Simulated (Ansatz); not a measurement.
Notes on a calculation: MgB2

**What was measured.** A cell as deposited of hexagonal MgB2 (space group P6/mmm), temperature not stated, from the Crystallography Open Database (1971), has a, c = 3.085, 3.523 Å and 9.68 Å³/atom.

From “Raman spectrum and lattice parameters of MgB2 as a function of pressure”, 2001, arxiv:cond-mat/0104042, for a powder of MgB2 at 300 K: bulk modulus 155 ± 10 GPa.

Computed with Ansatz (plane waves, PAW, 420 eV cutoff): PBEsol, scalar-relativistic, no spin polarisation, Γ-centred 12×12×10 mesh, 0.05 eV Gaussian smearing. The datasets are Ansatz's generated set soft_2.

The chain of runs began from a cell as deposited in COD, expanded in volume.

Starting cell, 1 % over the database's volume:

```
CELL_PARAMETERS angstrom
3.09525 0.00000 0.00000
-1.54762 2.68057 0.00000
0.00000 0.00000 3.53470
ATOMIC_POSITIONS crystal
Mg 0.00000 0.00000 0.00000
B 0.33333 0.66667 0.50000
B 0.66667 0.33333 0.50000
```

The runs in order:

```
run   level    k-mesh                    kind  V (Å³/atom)  P (GPa)  E − E(final) (meV/atom)  gap on the mesh (eV)
  1  PBEsol  12×12×10  cell and atoms relaxed         9.47      0.0                      0.0                 metal
```

The cell is relaxed to zero pressure at this level.

The final structure (symmetry read at 0.01 Å). The structure is hexagonal, space group P6/mmm (No. 191). The conventional cell has a = 3.067 Å, b = 3.067 Å, c = 3.488 Å, α = 90.00°, β = 90.00°, γ = 120.00°. Mg (site symmetry 6/mmm) has 12 B at 2.49 Å as nearest neighbours. B (site symmetry -6m2) is surrounded by 3 B at 1.77 Å. (Neighbours are counted to 15 % beyond the shortest distance.)

```tsv
atom	site	symmetry	x	y	z
Mg	1a	6/mmm	0.0000	0.0000	0.0000
B	2d	-6m2	0.3333	0.6667	0.5000
```

- At the final geometry the gap, band path included, is zero (metallic).
- The equation of state gives B0 = 148 GPa and B0′ = 3.6.
- Against the elements' standard states, run alike and uncorrected, the formation energy is -0.13 eV/atom.

**Comparison.** The computed cell (3.067, 3.488 Å, 9.47 Å³/atom) differs from the database's by −2.2 % in volume, about −0.7 % in length. PBEsol was built to cure PBE's overestimate of volumes, and the static lattice lacks thermal expansion. The database's entry may also be off. Measured bulk modulus of MgB2: 155 GPa (300 K; powder; “Raman spectrum and lattice parameters of MgB2 as a function of pressure”, 2001, arxiv:cond-mat/0104042). This calculation gives 148 GPa (-4.4 %).
